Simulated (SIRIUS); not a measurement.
# KBr (Fm-3m) in SIRIUS: convergence with k mesh

Aim: find how far k mesh must go before the results for KBr settle, at PBE. This setting moves, with any that are tied to it; all else stays.

Program: SIRIUS 7.12.0. These are calculated values, not measurements. Logs are shortened: lines on timing, memory, paths and dates and some standing lists are left out, and cuts for length are marked. The log counts tension as positive stress, the text compression.

## Step 1: The structure

Symmetry: Fm-3m, No. 225, cubic system. The conventional cell has a = 6.600 Å, b = 6.600 Å, c = 6.600 Å, α = 90.00°, β = 90.00°, γ = 90.00°. Br (site symmetry m-3m) has 6 K at 3.30 Å as nearest neighbours. Around K (site symmetry m-3m) lie 6 Br at 3.30 Å.

## Step 2: With k mesh 2 × 2 × 2

sirius.json

```json
{
  "control": {
    "processing_unit": "cpu",
    "verbosity": 2,
    "num_bands_to_print": 15,
    "print_forces": true,
    "print_stress": true
  },
  "parameters": {
    "electronic_structure_method": "pseudopotential",
    "xc_functionals": ["XC_GGA_X_PBE", "XC_GGA_C_PBE"],
    "gk_cutoff": 8.7,
    "pw_cutoff": 17.4,
    "ngridk": [2, 2, 2],
    "shiftk": [0, 0, 0],
    "smearing": "cold",
    "smearing_width": 0.0018374661,
    "num_bands": 15,
    "num_mag_dims": 0,
    "num_dft_iter": 100,
    "energy_tol": 1e-08,
    "density_tol": 1e-06
  },
  "iterative_solver": {
    "type": "davidson",
    "min_tolerance": 1e-10
  },
  "mixer": {
    "type": "anderson",
    "beta": 0.7,
    "max_history": 8
  },
  "settings": {
    "tol_ne": 1e-10
  },
  "unit_cell": {
    "lattice_vectors": [
      [0.0, 0.707106781187, 0.707106781187],
      [0.707106781187, 0.0, 0.707106781187],
      [0.707106781187, 0.707106781187, 0.0]
    ],
    "lattice_vectors_scale": 8.8191718382,
    "atom_coordinate_units": "lattice",
    "atom_types": ["Br", "K"],
    "atom_files": {
      "Br": "Br.json",
      "K": "K.json"
    },
    "atoms": {
      "Br": [
        [0.5, 0.5, 0.5]
      ],
      "K": [
        [0.0, 0.0, 0.0]
      ]
    }
  }
}
```

Potentials or basis: SPMS 1.0 PBE (norm-conserving).

Started as:

```sh
$ upf_to_json 35_Br_7_2.1_2.2_pbe_n_v1.0.upf
$ upf_to_json 19_K_9_2.2_2.7_pbe_n_v1.0.upf
$ OMP_NUM_THREADS=1 sirius.scf --input=sirius.json --output=out.json --task=0
```

Log:

```text
[info] SIRIUS version : 7.12.0
[info] number of MPI ranks           : 1
[info] MPI grid                      : 1 1
[info] maximum number of OMP threads : 1
[fft] FFT context for density and potential
[fft] =====================================
[fft]   comm size                             : 1
[fft]   plane wave cutoff                     : 17.4
[fft]   grid size                             : 54 54 54   total : 157464
[fft]   grid limits                           : -26 27   -26 27   -26 27
[fft]   number of G-vectors within the cutoff : 21608
[fft]   local number of G-vectors             : 21608
[fft]   number of G-shells                    : 1143
[fft] FFT context for coarse grid
[fft] =====================================
[fft]   comm size                             : 1
[fft]   plane wave cutoff                     : 17.4
[fft]   grid size                             : 54 54 54   total : 157464
[fft]   grid limits                           : -26 27   -26 27   -26 27
[fft]   number of G-vectors within the cutoff : 21608
[fft]   local number of G-vectors             : 21608
[fft]   number of G-shells                    : 1143
[unit cell] lattice vectors
[unit cell]   a1 :       0.0000000000      6.2360962112      6.2360962112
[unit cell]   a2 :       6.2360962112      0.0000000000      6.2360962112
[unit cell]   a3 :       6.2360962112      6.2360962112      0.0000000000
[unit cell] reciprocal lattice vectors
[unit cell]   b1 :      -0.5037755267      0.5037755267      0.5037755267
[unit cell]   b2 :       0.5037755267     -0.5037755267      0.5037755267
[unit cell]   b3 :       0.5037755267      0.5037755267     -0.5037755267
[unit cell] unit cell volume :       485.02979346 [a.u.^3]
[unit cell] 1/sqrt(omega)    :         0.04540627
[unit cell] MT volume        :         0.00000000 ( 0.00%)
[unit cell] IT volume        :       485.02979346 (100.00%)
[unit cell] number of atom types : 2
[unit cell] type id : 0 symbol : Br mt_radius :  10.950000 num_atoms : 1
[unit cell] type id : 1 symbol :  K mt_radius :  22.330000 num_atoms : 1
[unit cell] total number of atoms : 2
[unit cell] number of symmetry classes : 2
[unit cell] number of PAW atoms : 0
[unit cell] atom id  type id  class id             position                      vector_field
[unit cell] ------------------------------------------------------------------------------------------
[unit cell]      0        0        0      0.50000   0.50000   0.50000      0.00000   0.00000   0.00000
[unit cell]      1        1        1      0.00000   0.00000   0.00000      0.00000   0.00000   0.00000
[unit cell] atom id         position (Cartesian, a.u.)
[unit cell] ---------------------------------------------
[unit cell]      0       6.236096    6.236096    6.236096
[unit cell]      1       0.000000    0.000000    0.000000
[unit cell] class id : 0 atom id : 0
[unit cell] class id : 1 atom id : 1
[unit cell] minimum bond length:     6.236096
[unit cell] total number of pseudo wave-functions: 9
[sym] space group number   : 225
[sym] international symbol : Fm-3m
[sym] Hall symbol          : -F 4 2 3
[sym] space group transformation matrix :
[sym]   0.0000  0.5000  0.5000
[... 428 lines left out ...]
[find] hartree contribution           :       9.58582696
[find] xc contribution                :     -11.40512478
[find] ewald contribution             :     -29.39893758
[find] PAW contribution               :       0.00000000
[find] smearing (-TS)                 :       0.00000000
[find] SCF correction                 :      -0.00000010
[find] Total energy                   :     -45.63135442 (Ha),     -91.26270884 (Ry)
[find] Free energy (E-TS)             :     -45.63135442 (Ha),     -91.26270884 (Ry)
[find] band gap (eV)                  :       4.39708474
[find] Efermi                         :       0.10725945
[find] iteration : 25, RMS (target) : 5.5098e-07 (1.0000e-06) , energy difference (target) : -4.1851e-12 (1.0000e-08)
[find] bands are converged : true
[find] iterative solver converged : true
[find] converged after 26 SCF iterations!
[find] Charges and magnetic moments
[find] --------------------------------------------------------------------------------
[find] total charge          : 16.000000
[find] Energy
[find] --------------------------------------------------------------------------------
[find] valence_eval_sum               :      -4.85987128
[find] <rho|V^{XC}>                   :      -9.61840629
[find] <rho|E^{XC}>                   :     -11.40512478
[find] <mag|B^{XC}>                   :       0.00000000
[find] <rho|V^{H}>                    :      19.17165392
[find] one-electron contribution      :     -14.41311892 (Ha),     -28.82623784 (Ry)
[find] hartree contribution           :       9.58582696
[find] xc contribution                :     -11.40512478
[find] ewald contribution             :     -29.39893758
[find] PAW contribution               :       0.00000000
[find] smearing (-TS)                 :       0.00000000
[find] SCF correction                 :      -0.00000010
[find] Total energy                   :     -45.63135442 (Ha),     -91.26270884 (Ry)
[find] Free energy (E-TS)             :     -45.63135442 (Ha),     -91.26270884 (Ry)
[find] band gap (eV)                  :       4.39708474
[find] Efermi                         :       0.10725945
[ground_state] === stress tensor components [kbar] ===
[ground_state] === stress_kin ===
[ground_state] -5607.541751    0.000000   -0.000000
[ground_state]     0.000000-5607.541751    0.000000
[ground_state]    -0.000000    0.000000-5607.541751
[ground_state] === stress_har ===
[ground_state] -1938.195226    0.000000   -0.000000
[ground_state]     0.000000-1938.195226    0.000000
[ground_state]    -0.000000    0.000000-1938.195226
[ground_state] === stress_ewald ===
[ground_state]  5944.284277    0.000000   -0.000000
[ground_state]     0.000000 5944.284277   -0.000000
[ground_state]    -0.000000   -0.000000 5944.284277
[ground_state] === stress_vloc ===
[ground_state]  1065.953914    0.000000   -0.000000
[ground_state]     0.000000 1065.953914    0.000000
[ground_state]    -0.000000    0.000000 1065.953914
[ground_state] === stress_xc ===
[ground_state]  -994.338193    0.000000   -0.000000
[ground_state]     0.000000 -994.338193    0.000000
[ground_state]    -0.000000    0.000000 -994.338193
[ground_state] === stress_core ===
[ground_state]  2750.062826    0.000000    0.000000
[ground_state]     0.000000 2750.062826    0.000000
[ground_state]     0.000000    0.000000 2750.062826
[ground_state] === stress_nonloc ===
[ground_state] -1232.579314    0.000000   -0.000000
[ground_state]     0.000000-1232.579314    0.000000
[ground_state]    -0.000000    0.000000-1232.579314
[ground_state] === stress_us_nl ===
[ground_state] -1232.579314    0.000000   -0.000000
[ground_state]     0.000000-1232.579314    0.000000
[ground_state]    -0.000000    0.000000-1232.579314
[ground_state] === stress_total ===
[ground_state]   -12.353468    0.000000   -0.000000
[ground_state]     0.000000  -12.353468    0.000000
[ground_state]    -0.000000    0.000000  -12.353468
[ground_state] ==== total Forces in Ha/bohr =====
[ground_state] atom:    0, force:       0.0000000      0.0000000      0.0000000
[ground_state] atom:    1, force:       0.0000000      0.0000000      0.0000000
[ground_state] ==== ultrasoft contribution from Qij =====
[ground_state] atom:    0, force:       0.0000000      0.0000000      0.0000000
[ground_state] atom:    1, force:       0.0000000      0.0000000      0.0000000
[ground_state] ==== non-local contribution from Beta-projector =====
[ground_state] atom:    0, force:       0.0000000      0.0000000      0.0000000
[ground_state] atom:    1, force:       0.0000000      0.0000000      0.0000000
[ground_state] ==== contribution from local potential =====
[ground_state] atom:    0, force:       0.0000000      0.0000000      0.0000000
[ground_state] atom:    1, force:       0.0000000      0.0000000      0.0000000
[ground_state] ==== contribution from core density =====
[ground_state] atom:    0, force:       0.0000000      0.0000000      0.0000000
[ground_state] atom:    1, force:       0.0000000      0.0000000      0.0000000
[ground_state] ==== Ewald forces from ions =====
[ground_state] atom:    0, force:       0.0000000      0.0000000      0.0000000
[ground_state] atom:    1, force:       0.0000000      0.0000000      0.0000000
[~DFT_ground_state] local op. applied: 2622
[~DFT_ground_state] evp. work count: 746.62
[~DFT_ground_state] number of iterative solver steps: 243
```

Wall time 15 s (1 thread of Intel Xeon Platinum 8488C (Sapphire Rapids), shared host); peak memory 0.2 GiB.

What came out:

```yaml
Free_energy: -1241.6924 eV
Pressure: 1.2 GPa
Band_gap_on_the_k_mesh: 4.40 eV, direct
```

## Step 3: With k mesh 3 × 3 × 3

sirius.json: that of step 2 with these lines changed.

```diff
@@ -13,3 +13,3 @@
     "pw_cutoff": 17.4,
-    "ngridk": [2, 2, 2],
+    "ngridk": [3, 3, 3],
     "shiftk": [0, 0, 0],
@@ -37,7 +37,6 @@
     "lattice_vectors": [
-      [0.0, 0.707106781187, 0.707106781187],
-      [0.707106781187, 0.0, 0.707106781187],
-      [0.707106781187, 0.707106781187, 0.0]
+      [0.0, 6.236096211265, 6.236096211265],
+      [6.236096211265, 0.0, 6.236096211265],
+      [6.236096211265, 6.236096211265, 0.0]
     ],
-    "lattice_vectors_scale": 8.8191718382,
     "atom_coordinate_units": "lattice",
```

Potentials or basis: SPMS 1.0 PBE (norm-conserving).

Started as:

```sh
$ upf_to_json 35_Br_7_2.1_2.2_pbe_n_v1.0.upf
$ upf_to_json 19_K_9_2.2_2.7_pbe_n_v1.0.upf
$ OMP_NUM_THREADS=1 sirius.scf --input=sirius.json --output=out.json --task=0
```

It took 13 s on 1 thread of Intel Xeon Platinum 8488C (Sapphire Rapids), shared host; peak memory 0.21 GiB.

Results:

```yaml
Free_energy: -1241.7919 eV
Pressure: 0.7 GPa
Band_gap_on_the_k_mesh: 4.43 eV, direct
```

## Step 4: With k mesh 4 × 4 × 4

sirius.json: that of step 3 with these lines changed.

```diff
@@ -13,3 +13,3 @@
     "pw_cutoff": 17.4,
-    "ngridk": [3, 3, 3],
+    "ngridk": [4, 4, 4],
     "shiftk": [0, 0, 0],
```

Started as:

```sh
$ upf_to_json 35_Br_7_2.1_2.2_pbe_n_v1.0.upf
$ upf_to_json 19_K_9_2.2_2.7_pbe_n_v1.0.upf
$ OMP_NUM_THREADS=1 sirius.scf --input=sirius.json --output=out.json --task=0
```

Run time: 18 s. Hardware: 1 thread of Intel Xeon Platinum 8488C (Sapphire Rapids), shared host; peak memory 0.25 GiB.

What came out:

```yaml
Free_energy: -1241.7969 eV
Pressure: 0.7 GPa
Band_gap_on_the_k_mesh: 4.43 eV, direct
```

## Step 5: With k mesh 5 × 5 × 5

sirius.json: that of step 4 with these lines changed.

```diff
@@ -13,3 +13,3 @@
     "pw_cutoff": 17.4,
-    "ngridk": [4, 4, 4],
+    "ngridk": [5, 5, 5],
     "shiftk": [0, 0, 0],
@@ -37,6 +37,7 @@
     "lattice_vectors": [
-      [0.0, 6.236096211265, 6.236096211265],
-      [6.236096211265, 0.0, 6.236096211265],
-      [6.236096211265, 6.236096211265, 0.0]
+      [0.0, 0.707106781187, 0.707106781187],
+      [0.707106781187, 0.0, 0.707106781187],
+      [0.707106781187, 0.707106781187, 0.0]
     ],
+    "lattice_vectors_scale": 8.8191718382,
     "atom_coordinate_units": "lattice",
```

Started as:

```sh
$ upf_to_json 35_Br_7_2.1_2.2_pbe_n_v1.0.upf
$ upf_to_json 19_K_9_2.2_2.7_pbe_n_v1.0.upf
$ OMP_NUM_THREADS=1 sirius.scf --input=sirius.json --output=out.json --task=0
```

Wall time 23 s (1 thread of Intel Xeon Platinum 8488C (Sapphire Rapids), shared host); peak memory 0.25 GiB.

It converged, with:

```yaml
Free_energy: -1241.7973 eV
Pressure: 0.7 GPa
Band_gap_on_the_k_mesh: 4.43 eV, direct
```

## Step 6: With k mesh 6 × 6 × 6

sirius.json: that of step 5 with these lines changed.

```diff
@@ -13,3 +13,3 @@
     "pw_cutoff": 17.4,
-    "ngridk": [5, 5, 5],
+    "ngridk": [6, 6, 6],
     "shiftk": [0, 0, 0],
@@ -37,7 +37,6 @@
     "lattice_vectors": [
-      [0.0, 0.707106781187, 0.707106781187],
-      [0.707106781187, 0.0, 0.707106781187],
-      [0.707106781187, 0.707106781187, 0.0]
+      [0.0, 6.236096211265, 6.236096211265],
+      [6.236096211265, 0.0, 6.236096211265],
+      [6.236096211265, 6.236096211265, 0.0]
     ],
-    "lattice_vectors_scale": 8.8191718382,
     "atom_coordinate_units": "lattice",
```

Potentials or basis: SPMS 1.0 PBE (norm-conserving).

Started as:

```sh
$ upf_to_json 35_Br_7_2.1_2.2_pbe_n_v1.0.upf
$ upf_to_json 19_K_9_2.2_2.7_pbe_n_v1.0.upf
$ OMP_NUM_THREADS=1 sirius.scf --input=sirius.json --output=out.json --task=0
```

It took 30 s on 1 thread of Intel Xeon Platinum 8488C (Sapphire Rapids), shared host; peak memory 0.33 GiB.

The run converged. Its results:

```yaml
Free_energy: -1241.7974 eV
Pressure: 0.7 GPa
Band_gap_on_the_k_mesh: 4.43 eV
```

## Step 7: With k mesh 7 × 7 × 7

sirius.json: that of step 6 with these lines changed.

```diff
@@ -13,3 +13,3 @@
     "pw_cutoff": 17.4,
-    "ngridk": [6, 6, 6],
+    "ngridk": [7, 7, 7],
     "shiftk": [0, 0, 0],
```

Started as:

```sh
$ upf_to_json 35_Br_7_2.1_2.2_pbe_n_v1.0.upf
$ upf_to_json 19_K_9_2.2_2.7_pbe_n_v1.0.upf
$ OMP_NUM_THREADS=1 sirius.scf --input=sirius.json --output=out.json --task=0
```

It took 43 s on 1 thread of Intel Xeon Platinum 8488C (Sapphire Rapids), shared host; peak memory 0.37 GiB.

It converged, with:

| Property | Result |
| --- | --- |
| Free energy | -1241.7974 eV |
| Pressure | 0.7 GPa |
| Band gap on the k mesh | 4.43 eV |

## Step 8: With k mesh 9 × 9 × 9

sirius.json: that of step 7 with these lines changed.

```diff
@@ -13,3 +13,3 @@
     "pw_cutoff": 17.4,
-    "ngridk": [7, 7, 7],
+    "ngridk": [9, 9, 9],
     "shiftk": [0, 0, 0],
@@ -37,6 +37,7 @@
     "lattice_vectors": [
-      [0.0, 6.236096211265, 6.236096211265],
-      [6.236096211265, 0.0, 6.236096211265],
-      [6.236096211265, 6.236096211265, 0.0]
+      [0.0, 0.707106781187, 0.707106781187],
+      [0.707106781187, 0.0, 0.707106781187],
+      [0.707106781187, 0.707106781187, 0.0]
     ],
+    "lattice_vectors_scale": 8.8191718382,
     "atom_coordinate_units": "lattice",
```

Started as:

```sh
$ upf_to_json 35_Br_7_2.1_2.2_pbe_n_v1.0.upf
$ upf_to_json 19_K_9_2.2_2.7_pbe_n_v1.0.upf
$ OMP_NUM_THREADS=1 sirius.scf --input=sirius.json --output=out.json --task=0
```

Run time: 59 s. Hardware: 1 thread of Intel Xeon Platinum 8488C (Sapphire Rapids), shared host; peak memory 0.5 GiB.

Results (log left out):

```yaml
Free_energy: -1241.7974 eV
Pressure: 0.7 GPa
Band_gap_on_the_k_mesh: 4.43 eV
```

## Step 9: With k mesh 10 × 10 × 10

sirius.json: that of step 8 with these lines changed.

```diff
@@ -13,3 +13,3 @@
     "pw_cutoff": 17.4,
-    "ngridk": [9, 9, 9],
+    "ngridk": [10, 10, 10],
     "shiftk": [0, 0, 0],
@@ -37,7 +37,6 @@
     "lattice_vectors": [
-      [0.0, 0.707106781187, 0.707106781187],
-      [0.707106781187, 0.0, 0.707106781187],
-      [0.707106781187, 0.707106781187, 0.0]
+      [0.0, 6.236096211265, 6.236096211265],
+      [6.236096211265, 0.0, 6.236096211265],
+      [6.236096211265, 6.236096211265, 0.0]
     ],
-    "lattice_vectors_scale": 8.8191718382,
     "atom_coordinate_units": "lattice",
```

Potentials or basis: SPMS 1.0 PBE (norm-conserving).

Started as:

```sh
$ upf_to_json 35_Br_7_2.1_2.2_pbe_n_v1.0.upf
$ upf_to_json 19_K_9_2.2_2.7_pbe_n_v1.0.upf
$ OMP_NUM_THREADS=1 sirius.scf --input=sirius.json --output=out.json --task=0
```

It took 87 s on 1 thread of Intel Xeon Platinum 8488C (Sapphire Rapids), shared host; peak memory 0.62 GiB.

It converged, with:

- Free energy: -1241.7974 eV
- Pressure: 0.7 GPa
- Band gap on the k mesh: 4.43 eV

## Step 10: Summary

| k mesh | energy less the tightest run (meV/atom) | pressure (GPa) | gap on the mesh (eV) | SCF cycles | CPU time (s) | peak memory (GiB) |
| --- | --- | --- | --- | --- | --- | --- |
| 2 × 2 × 2 | 52.48 | 1.24 | 4.397 | 26 | 14 | 0.2 |
| 3 × 3 × 3 | 2.73 | 0.74 | 4.431 | 15 | 12 | 0.21 |
| 4 × 4 × 4 | 0.22 | 0.71 | 4.434 | 13 | 17 | 0.25 |
| 5 × 5 × 5 | 0.02 | 0.71 | 4.434 | 15 | 22 | 0.25 |
| 6 × 6 × 6 | 0.00 | 0.71 | 4.434 | 13 | 29 | 0.33 |
| 7 × 7 × 7 | 0.00 | 0.71 | 4.434 | 17 | 43 | 0.37 |
| 9 × 9 × 9 | 0.00 | 0.71 | 4.434 | 13 | 58 | 0.5 |
| 10 × 10 × 10 | 0.00 | 0.71 | 4.434 | 15 | 86 | 0.62 |

Against the tightest run, the energy stays within 1 meV/atom from 4 × 4 × 4 on; the pressure stays within 0.1 GPa from 3 × 3 × 3 on; the gap on the mesh stays within 0.01 eV from 3 × 3 × 3 on. Meshes of other sizes hit other points, so gaps and Fermi surfaces needn't settle smoothly. The tightest run that finished is the yardstick and may itself not be fully converged.
